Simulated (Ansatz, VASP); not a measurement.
# Cross-check of InGaAs2 (ordered alloy, x = 0.5, built in the cubic cell of 8 atoms (invented)) between VASP and Ansatz, part 2 of 2

One calculation is typed for both programs; each brings its own data sets. How far apart do they land? The cell is generated by rule, not measured, and may not be a known phase. The cell is taken from a series of runs on this material, whose earlier steps may have relaxed, scaled, displaced or heated it; both programs get it as it stands.

VASP 6.6.1 and Ansatz 0.2.0.

So far: The starting structure; Ansatz: relaxation of cell and atoms, r2SCAN, pair 1.

**3. VASP: relaxation of cell and atoms, r2SCAN, pair 1**

Level of this step: r2SCAN; plane waves and PAW (Ga_d, In_d, As); invented cell (VASP).

The same cell, functional and mesh now go to VASP, with its own data sets.

Lines of VASP's logs that name or quote its potential files are left out, and so is its time.

The input, INCAR:

```
SYSTEM = InGaAs2
PREC = Accurate
ENCUT = 550
EDIFF = 1E-07
NELM = 120
ISMEAR = 0
SIGMA = 0.01
LREAL = .FALSE.
ALGO = Normal
METAGGA = R2SCAN
LASPH = .TRUE.
NBANDS = 24
LORBIT = 11
LWAVE = .FALSE.
LCHARG = .FALSE.
ISIF = 3
IBRION = 2
NSW = 80
EDIFFG = -0.005
GGA_COMPAT = .FALSE.
NELMIN = 4
EFERMI = MIDGAP
LMIXTAU = .TRUE.
KPAR = 2
```

The input, POSCAR:

```
InGaAs2
1.0
    4.1518750000      0.0000000000      0.0000000000
    0.0000000000      4.1518750000      0.0000000000
    0.0000000000      0.0000000000      5.9207250000
Ga In As
1 1 2
Direct
    0.0000000000      0.0000000000      0.0000000000
    0.5000001204      0.5000001204      0.4999999156
    0.0000000000      0.5000001204      0.7699467548
    0.5000001204      0.0000000000      0.2300530763
```

The input, KPOINTS:

```
Automatic mesh
0
Gamma
8 8 6
0 0 0
```

Potentials, in the order of the species: Ga_d, In_d and As (PBE family, release 64).

Started as:

```console
> mpirun -np 2 vasp_std
```

Numbers of over 12 decimals in the logs are rounded to 6 here.

What it wrote:

```text
[banner, memory and clock lines left out]
running    2 mpi-ranks, on    1 nodes
 distrk:  each k-point on    1 cores,    2 groups
 distr:  one band on    1 cores,    1 groups

 POSCAR found type information on POSCAR GaInAs
 POSCAR found :  3 types and       4 ions
|                                                                             |
|               ----> ADVICE to this user running VASP <----                  |
|                                                                             |
|     You enforced a specific xc type in the INCAR file but a different       |
|     [... a line on the potential file left out ...]
|     I HOPE YOU KNOW WHAT YOU ARE DOING!                                     |
|                                                                             |

 LDA part: xc-table for (None), standard interpolation
 POSCAR, INCAR and KPOINTS ok, starting setup
 FFT: planning ... GRIDC
 FFT: planning ... GRID_SOFT
 FFT: planning ... GRID
 WAVECAR not read
 entering main loop
       N       E                     dE             d eps       ncg     rms          rms(c)
DAV:   1     0.222453201498E+03    0.22245E+03   -0.18218E+04  2944   0.199E+03
DAV:   2    -0.400818050307E+02   -0.26254E+03   -0.25610E+03  3064   0.454E+02
DAV:   3    -0.695369577005E+02   -0.29455E+02   -0.29211E+02  3648   0.142E+02
DAV:   4    -0.704864990453E+02   -0.94954E+00   -0.94889E+00  3336   0.280E+01
DAV:   5    -0.705188715083E+02   -0.32372E-01   -0.32368E-01  4296   0.473E+00    0.713E+00
DAV:   6    -0.668478576181E+02    0.36710E+01   -0.24806E+00  3512   0.288E+01    0.367E+00
DAV:   7    -0.640585320187E+02    0.27893E+01   -0.79219E-01  2968   0.834E+00    0.155E+00
DAV:   8    -0.649122781586E+02   -0.85375E+00   -0.96460E-01  2944   0.686E+00    0.126E+00
DAV:   9    -0.649656150521E+02   -0.53337E-01   -0.74107E-02  3360   0.200E+00    0.670E-01
DAV:  10    -0.649954779837E+02   -0.29863E-01   -0.32159E-02  3168   0.163E+00    0.336E-01
DAV:  11    -0.650203570725E+02   -0.24879E-01   -0.28519E-02  3000   0.117E+00    0.127E-01
DAV:  12    -0.650209213555E+02   -0.56428E-03   -0.14654E-03  3520   0.262E-01    0.175E-01
DAV:  13    -0.650194037144E+02    0.15176E-02   -0.14436E-03  3096   0.308E-01    0.174E-01
DAV:  14    -0.650202355893E+02   -0.83187E-03   -0.12664E-03  2968   0.271E-01    0.454E-02
DAV:  15    -0.650209219072E+02   -0.68632E-03   -0.11039E-04  3320   0.102E-01    0.292E-02
DAV:  16    -0.650211673384E+02   -0.24543E-03   -0.11014E-04  3328   0.881E-02    0.311E-02
DAV:  17    -0.650212474251E+02   -0.80087E-04   -0.23838E-05  3296   0.384E-02    0.191E-02
DAV:  18    -0.650212335428E+02    0.13882E-04   -0.11676E-05  3352   0.391E-02    0.527E-03
DAV:  19    -0.650212630677E+02   -0.29525E-04   -0.24971E-05  2952   0.393E-02    0.499E-03
DAV:  20    -0.650212680396E+02   -0.49719E-05   -0.30873E-06  3216   0.115E-02    0.504E-03
DAV:  21    -0.650212680860E+02   -0.46370E-07   -0.11621E-07  2744   0.259E-03
   1 F= -.65021268E+02 E0= -.65021268E+02  d E =-.650213E+02
 curvature:   0.00 expect dE= 0.000E+00 dE for cont linesearch  0.000E+00
 trial: gam= 0.00000 g(F)=  0.311E-05 g(S)=  0.761E-04 ort = 0.000E+00 (trialstep = 0.100E+01)
 search vector abs. value=  0.792E-04
 bond charge predicted
       N       E                     dE             d eps       ncg     rms          rms(c)
DAV:   1    -0.650220644000E+02   -0.79636E-03   -0.16605E-02  3696   0.210E+00    0.174E-01
DAV:   2    -0.650214297855E+02    0.63461E-03   -0.15244E-03  3736   0.714E-01    0.729E-02
DAV:   3    -0.650212503382E+02    0.17945E-03   -0.33252E-04  3704   0.304E-01    0.267E-02
DAV:   4    -0.650212719762E+02   -0.21638E-04   -0.91815E-05  2896   0.912E-02    0.200E-02
DAV:   5    -0.650212712437E+02    0.73245E-06   -0.34193E-05  2928   0.499E-02    0.944E-03
DAV:   6    -0.650212795471E+02   -0.83033E-05   -0.19674E-05  2920   0.409E-02    0.343E-03
DAV:   7    -0.650212832970E+02   -0.37499E-05   -0.29897E-06  2992   0.144E-02    0.328E-03
DAV:   8    -0.650212834287E+02   -0.13176E-06   -0.42450E-07  2720   0.638E-03    0.239E-03
DAV:   9    -0.650212836934E+02   -0.26471E-06   -0.42949E-07  2504   0.663E-03    0.639E-04
DAV:  10    -0.650212837956E+02   -0.10212E-06   -0.29962E-08  1840   0.191E-03    0.215E-04
DAV:  11    -0.650212838080E+02   -0.12422E-07   -0.40553E-09  1632   0.783E-04
   2 F= -.65021284E+02 E0= -.65021284E+02  d E =-.157220E-04
 trial-energy change:   -0.000016  1 .order   -0.000027   -0.000079    0.000024
 step:   0.6025(harm=  0.7646)  dis= 0.00017  next Energy=   -65.021289 (dE=-0.213E-04)
 bond charge predicted
       N       E                     dE             d eps       ncg     rms          rms(c)
DAV:   1    -0.650214055380E+02   -0.12174E-03   -0.26192E-03  3688   0.831E-01    0.705E-02
DAV:   2    -0.650213098960E+02    0.95642E-04   -0.24278E-04  3744   0.287E-01    0.294E-02
DAV:   3    -0.650212855713E+02    0.24325E-04   -0.52670E-05  3696   0.120E-01    0.104E-02
DAV:   4    -0.650212906193E+02   -0.50480E-05   -0.13660E-05  2912   0.352E-02    0.788E-03
DAV:   5    -0.650212894753E+02    0.11440E-05   -0.55298E-06  2928   0.201E-02    0.391E-03
DAV:   6    -0.650212907965E+02   -0.13213E-05   -0.32446E-06  2904   0.164E-02    0.141E-03
DAV:   7    -0.650212912116E+02   -0.41504E-06   -0.38816E-07  2512   0.529E-03    0.125E-03
DAV:   8    -0.650212908499E+02    0.36172E-06   -0.68598E-08  2072   0.297E-03    0.926E-04
DAV:   9    -0.650212910325E+02   -0.18265E-06   -0.61317E-08  2008   0.299E-03    0.265E-04
DAV:  10    -0.650212910265E+02    0.60427E-08   -0.69044E-09  1520   0.103E-03
   3 F= -.65021291E+02 E0= -.65021291E+02  d E =-.229405E-04
 curvature:  -0.20 expect dE=-0.140E-05 dE for cont linesearch -0.108E-05
 trial: gam=-0.17235 g(F)=  0.210E-05 g(S)=  0.489E-05 ort = 0.206E-04 (trialstep = 0.920E+00)
 search vector abs. value=  0.222E-05
 reached required accuracy - stopping structural energy minimisation
```

From OUTCAR (step 3):

```text
ion  position               nearest neighbor table
   1  0.000  0.000  0.000-   4 2.48   3 2.48   4 2.48   3 2.48
   2  0.500  0.500  0.500-   3 2.62   4 2.62   3 2.62   4 2.62
   3  0.000  0.500  0.770-   1 2.48   1 2.48   2 2.62   2 2.62
   4  0.500  0.000  0.230-   1 2.48   1 2.48   2 2.62   2 2.62

  LATTYP: Found a simple tetragonal cell.
 ALAT       =     4.1518750000
 C/A-ratio  =     1.4260364293

 Subroutine GETGRP returns: Found  8 space group operations
 (whereof  8 operations were pure point group operations)

The static configuration has the point symmetry D_2d.

 Found     60 irreducible k-points:

   k-points           NKPTS =     60   k-points in BZ     NKDIM =     60   number of bands    NBANDS=     24

   dimension x,y,z NGX =    32 NGY =   32 NGZ =   48
   dimension x,y,z NGXF=    64 NGYF=   64 NGZF=   96

   ENCUT  =  550.0 eV  40.42 Ry    6.36 a.u.   7.94  7.94 11.32*2*pi/ulx,y,z

   NELECT =      36.0000    total number of electrons

 k-points in reciprocal lattice and weights: Automatic mesh
   0.00000000  0.00000000  0.00000000       0.003
   0.12500000  0.00000000  0.00000000       0.010
   0.25000000  0.00000000  0.00000000       0.010
   0.37500000  0.00000000  0.00000000       0.010
   0.50000000  0.00000000  0.00000000       0.005
   0.12500000  0.12500000  0.00000000       0.010
   0.25000000  0.12500000  0.00000000       0.021
   0.37500000  0.12500000  0.00000000       0.021
   0.50000000  0.12500000  0.00000000       0.010
[...]
0.50000000  0.37500000  0.50000000       0.010
   0.50000000  0.50000000  0.50000000       0.003

 average (electrostatic) potential at core
       1 -71.1269       2-102.5803       3 -54.6470       4 -54.6470

 E-fermi :   4.0430

 k-point     1 :       0.0000    0.0000    0.0000
  band No.  band energies     occupation
    ...
     14       1.2988      2.00000
     15       1.2988      2.00000
     16       3.7302      2.00000
     17       3.9007      2.00000
     18       3.9007      2.00000
     19       4.1853      0.00000
     20       5.7448      0.00000
     21       6.0664      0.00000
     22       8.0259      0.00000
     23       8.0259      0.00000
    ...

 k-point     2 :       0.1250    0.0000    0.0000
  band No.  band energies     occupation
    ...
     14       0.8199      2.00000
     15       1.3999      2.00000
     16       2.4866      2.00000
     17       3.4568      2.00000
     18       3.8431      2.00000
     19       5.2418      0.00000
     20       6.0050      0.00000
     21       6.7608      0.00000
     22       8.0021      0.00000
     23       8.1378      0.00000
    ...

 k-point     3 :       0.2500    0.0000    0.0000
  band No.  band energies     occupation
    ...
     14       0.1970      2.00000
     15       0.9666      2.00000
     16       1.6871      2.00000
     17       2.6423      2.00000
     18       3.6508      2.00000
     19       5.7597      0.00000
     20       6.5767      0.00000
     21       8.1372      0.00000
     22       8.4680      0.00000
     23       8.6108      0.00000
    ...

  Total        0.0141521      0.0141521      0.0022036      0.0000000      0.0000000      0.0000000
  in kB        0.2219416      0.2219416      0.0345583      0.0000000      0.0000000      0.0000000
  external PRESSURE =       0.1594805 kB  Pullay stress =       0.0000000 kB

  energy-cutoff  :      550.00
  volume of cell :      102.16
      direct lattice vectors                 reciprocal lattice vectors
     4.153389322  0.000000000 -0.000000000     0.240767220  0.000000000  0.000000000
     0.000000000  4.153389322  0.000000000     0.000000000  0.240767220  0.000000000
     0.000000000  0.000000000  5.922258103     0.000000000  0.000000000  0.168854512

 POSITION                                       TOTAL-FORCE (eV/Angst)
 -----------------------------------------------------------------------------------
      0.00000      0.00000      0.00000        -0.000000      0.000000      0.000000
      2.07670      2.07670      2.96113         0.000000      0.000000      0.000000
      0.00000      2.07670      4.55966         0.000000      0.000000     -0.004660
      2.07670      0.00000      1.36260         0.000000      0.000000      0.004660
 -----------------------------------------------------------------------------------
    total drift:                               -0.000254     -0.000254      0.000338

  FREE ENERGIE OF THE ION-ELECTRON SYSTEM (eV)
  ---------------------------------------------------
  free  energy   TOTEN  =       -65.0212910265 eV

  energy  without entropy=      -65.0212910265  energy(sigma->0) =      -65.02129103

 reached required accuracy - stopping structural energy minimisation

 total charge
# of ion       s       p       d       tot
------------------------------------------
    1        0.846   0.738   9.994  11.577
    2        0.837   0.776   9.889  11.502
    3        1.210   1.612   0.026   2.848
    4        1.210   1.612   0.026   2.848
--------------------------------------------------
tot          4.103   4.738  19.935  28.776

[... 3 further parts left out ...]
```

**4. Differences**

Known differences besides the potentials themselves: VASP keeps PBE cores, Ansatz makes them for the functional; fixed occupations in Ansatz, narrow Gaussian smearing in VASP; the data sets hold 56 valence electrons in Ansatz (on its PAW soft_1 files) and 36 in VASP; the cutoff is 500 eV in Ansatz and 550 eV in VASP; Ansatz adds a Pulay correction to the stress that steers its cell, VASP none. Total energies have different zeros and are not compared.

The two programs side by side:

| quantity | Ansatz | VASP | difference |
| --- | --- | --- | --- |
| volume (Å³) | 102.06 | 102.16 | -0.10 % |
| edge a after relaxation, in the typed setting (Å) | 4.152 | 4.153 | -0.04 % |
| edge c after relaxation, in the typed setting (Å) | 5.921 | 5.922 | -0.03 % |

**5. Ansatz: relaxation of cell and atoms, r2SCAN, pair 2**

The relaxed volume is the usual yardstick between codes: in a stiff, nearly cubic crystal its relative difference is about their pressure difference at one cell divided by the bulk modulus.

The cell is taken from a series of runs on this material, whose earlier steps may have relaxed, scaled, displaced or heated it; both programs get it as it stands.

The input, input.yaml:

```yaml
crystal:
  lattice:
    - [4.174113693, 0.0, 0.0]
    - [0.0, 4.174113693, 0.0]
    - [0.0, 0.0, 5.8879810888]
  atoms:
    - { symbol: Ga, position: [0.0, 0.0, 0.0] }
    - { symbol: In, position: [0.5, 0.5, 0.5] }
    - { symbol: As, position: [0.0, 0.5, 0.7706426386] }
    - { symbol: As, position: [0.5, 0.0, 0.2293573614] }
kpoints:
  mp_grid: { grid: [8, 8, 6] }
hamiltonian:
  xc: r2scan
  pseudopotentials: { kind: paw, azcp: { folder: soft_1 } }
scf:
  occupations: { method: gaussian, width: 0.01 }
output:
  forces: true
  stress: true
  eigenvalues: true
  write_density: true
  write_potential: true
  elf: true
  volumetric_format: npy
relax:
  adjacent_minimum: "off"
  f_tol: 0.005
  max_steps: 80
  cell: { stress_tol: 0.05 }
```

Started as:

```console
> ansatz run input.yaml --threads 4 --pin off --max-ram 9216MiB --backend cpu --events-out ev --progress --plain --runs-dir out
```

What it wrote:

```text
[...]
Crystal: 4 atoms, lattice volume = 102.588 Å³
Basis set: ecut = 500 eV, 2589 PW (Γ), exchange–correlation on 128×128×180 points (64 copies of the dense FFT grid, shifted against one another)
Bands: 34, of which v1, the nominal top of the filled ones, is band 28 counted from 1 (27 counted from 0)
Symmetry: 8 space group operations
[...]
--- Relaxed structure (4 steps of the walk, 4 accepted, 1 SCFs on fresh bases) ---
[...]
cell:  # Å, volume = 102.0619 Å³
    - [4.151875, 0.0, 0]
    - [0.0, 4.151875, 0.0]
    - [0, 0.0, 5.920725]
  atoms:
    - { symbol: Ga, position: [0, 0.0, 0] }
    - { symbol: In, position: [0.5, 0.5, 0.500000] }
    - { symbol: As, position: [0, 0.5, 0.769947] }
    - { symbol: As, position: [0.5, 0.0, 0.230053] }
[key lines of the parts left out:]
SCF converged after 5 iterations
Free energy (F): -19132.924551 eV
Fermi energy:    7.548754 eV
P = ⅓ Tr σ = 0.0029 GPa (0.029 kbar)
```

**6. VASP: relaxation of cell and atoms, r2SCAN, pair 2**

The same cell, functional, mesh and smearing now go to VASP, with its own data sets.

INCAR is that of step 3.

The input, POSCAR:

```
InGaAs2
1.0
    4.1741140000      0.0000000000      0.0000000000
    0.0000000000      4.1741140000      0.0000000000
    0.0000000000      0.0000000000      5.8879810000
Ga In As
1 1 2
Direct
    0.0000000000      0.0000000000      0.0000000000
    0.5000000000      0.5000000000      0.5000000849
    0.0000000000      0.5000000000      0.7706426023
    0.5000000000      0.0000000000      0.2293573977
```

KPOINTS is that of step 3.

Started as:

```console
> mpirun -np 2 vasp_std
```

What it wrote:

```text
[banner, memory and clock lines left out]
running    2 mpi-ranks, on    1 nodes
[...]
[... a notice as in an earlier step ...]

 LDA part: xc-table for (None), standard interpolation
 POSCAR, INCAR and KPOINTS ok, starting setup
[...]
entering main loop
       N       E                     dE             d eps       ncg     rms          rms(c)
DAV:   1     0.221700209770E+03    0.22170E+03   -0.18218E+04  2960   0.199E+03
DAV:   2    -0.410594218669E+02   -0.26276E+03   -0.25580E+03  3088   0.450E+02
DAV:   3    -0.695843012007E+02   -0.28525E+02   -0.28363E+02  3624   0.140E+02
DAV:   4    -0.704892002877E+02   -0.90490E+00   -0.90436E+00  3376   0.274E+01
[...]
DAV:  20    -0.650196444783E+02   -0.61588E-05   -0.31642E-06  3176   0.115E-02    0.412E-03
DAV:  21    -0.650196446021E+02   -0.12380E-06   -0.13375E-07  2888   0.287E-03    0.444E-03
DAV:  22    -0.650196446020E+02    0.90949E-10   -0.12447E-08  1984   0.975E-04
   1 F= -.65019645E+02 E0= -.65019645E+02  d E =-.650196E+02
[... from here on, the cycles between the ionic steps are left out ...]
   2 F= -.65020840E+02 E0= -.65020840E+02  d E =-.119558E-02
   3 F= -.65020846E+02 E0= -.65020846E+02  d E =-.120127E-02
   4 F= -.65021336E+02 E0= -.65021336E+02  d E =-.490221E-03
   5 F= -.65021389E+02 E0= -.65021389E+02  d E =-.543425E-03
   6 F= -.65021390E+02 E0= -.65021390E+02  d E =-.543922E-03
   7 F= -.65021401E+02 E0= -.65021401E+02  d E =-.111301E-04
 trial-energy change:   -0.000011  1 .order   -0.000010   -0.000013   -0.000006
 step:   1.4550(harm=  2.0074)  dis= 0.00070  next Energy=   -65.021402 (dE=-0.121E-04)
 reached required accuracy - stopping structural energy minimisation
```

OUTCAR, selected parts (step 6):

```text
  Total       -0.0055508     -0.0055508      0.0081666      0.0000000      0.0000000      0.0000000
  in kB       -0.0870242     -0.0870242      0.1280355      0.0000000      0.0000000      0.0000000
  external PRESSURE =      -0.0153376 kB  Pullay stress =       0.0000000 kB

 POSITION                                       TOTAL-FORCE (eV/Angst)
 -----------------------------------------------------------------------------------
      0.00000      0.00000      0.00000         0.000000     -0.000000      0.000000
      2.07736      2.07736      2.96013         0.000000      0.000000      0.000000
      4.15472      2.07736      4.55742         0.000000     -0.000000      0.003650
      2.07736      0.00000      1.36283         0.000000     -0.000000     -0.003650
 -----------------------------------------------------------------------------------
    total drift:                                0.000000      0.000000     -0.000181

  FREE ENERGIE OF THE ION-ELECTRON SYSTEM (eV)
  ---------------------------------------------------
  free  energy   TOTEN  =       -65.0214009205 eV

  energy  without entropy=      -65.0214009205  energy(sigma->0) =      -65.02140092

[... 2 parts as in an earlier step ...]

[... 2 further parts left out ...]
[key lines of the parts left out:]
E-fermi :   4.0384
```

**7. Differences**

What differs besides the data sets and the points named for the pairs above, as far as they apply: the data sets hold 56 valence electrons in Ansatz (on its PAW soft_1 files) and 36 in VASP. Total energies have different zeros and are not compared.

The two programs side by side:

| quantity | Ansatz | VASP | difference |
| --- | --- | --- | --- |
| volume (Å³) | 102.06 | 102.19 | -0.13 % |
| edge a after relaxation, in the typed setting (Å) | 4.152 | 4.155 | -0.07 % |
| edge c after relaxation, in the typed setting (Å) | 5.921 | 5.920 | +0.01 % |

**8. What came out**

| Property | Result |
| --- | --- |
| difference in volume (relaxation of cell and atoms, r2SCAN, pair 1) | -0.099 % |
| difference in volume (relaxation of cell and atoms, r2SCAN, pair 2) | -0.13 % |

**Reading.** The difference in volume is -0.13 % (relaxation of cell and atoms, r2SCAN, pair 2), within the 1.2 % picked in this series as the mark of a large difference, as far as the stopping tolerances let one tell. The data sets hold unlike numbers of valence electrons (56 in Ansatz and 36 in VASP), so part of the differences may come from the potentials. 1 further pair of this series is not shown here. Such differences can come from data sets, numerical settings and the points named under the comparisons, not from the functional's error against experiment.

[Lines on the potential files, build, host, timing and source positions are cut from VASP's logs without a mark.]

[Logs are printed without paths, hosts, clocks, repeated set-up lines and the standing remarks that a program may print on its own settings, such as how far it seeks lower states.]

[Hosts, paths, dates, database ids (printed as entryN), source tags and the programs' standing remarks are cut or masked in the printed files.]
